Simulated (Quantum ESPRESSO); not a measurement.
# MnO under changes of volume

One of the cells (10.999 Å³/atom); the others are scaled copies at fixed shape and fractional positions:

```
Mn O
1.0
     0.00000    2.22391    2.22391
     2.22391    0.00000    2.22391
     2.22391    2.22391    0.00000
Mn O
1 1
Direct
  0.00000 0.00000 0.00000
  0.50000 0.50000 0.50000
```

The cell is a database's computed one.

| Quantity | Value |
| --- | --- |
| Program | Quantum ESPRESSO 7.5 |
| Functional | PBEsol |
| Potentials or basis | PseudoDojo 0.4.1 SR PBEsol standard |
| Cutoff | 1306 eV |
| Density cutoff | 5225 eV |
| k mesh | 10 × 10 × 10 |
| Occupations | fermi-dirac, width 0.05 eV |
| Spin | collinear spin, ferromagnetic start |
| Starting moments | [4.0, 0.0] μB |

| volume (Å³/atom) | energy over the lowest point (meV/atom) | pressure (GPa) | moment (μB per cell) |
| --- | --- | --- | --- |
| 10.339 | 0.00 | -0.8 | 4.61 |
| 10.559 | 2.64 | -2.8 | 4.69 |
| 10.779 | 6.94 | -4.4 | 4.77 |
| 10.999 | 14.10 | -6.8 | 4.80 |
| 11.219 | 25.05 | -9.1 | 4.82 |
| 11.439 | 38.65 | -10.7 | 4.86 |
| 11.659 | ? | ? | ? |

Q: What does the run at 11.659 Å³/atom give?

A: Energy over the lowest point 54.12 meV/atom; pressure -12.2 GPa; moment 4.91 μB per cell.

Worked out: A Birch-Murnaghan fit of order 3 (a polynomial in V^(-2/3)) to the other rows has no minimum within the range. It gives 56.45 meV/atom at 11.659 Å³/atom, against the run's 54.12, and -dE/dV = -14.3 GPa, against -12.2. A parabola through the other rows of the moment, of slope -0.0331 μB per Å³/atom there, extrapolates to 4.85 μB, against the run's 4.91.

Energies are extrapolated to zero smearing.

Caveats: a cell with one magnetic atom can't hold antiferromagnetic order, which such compounds often take.
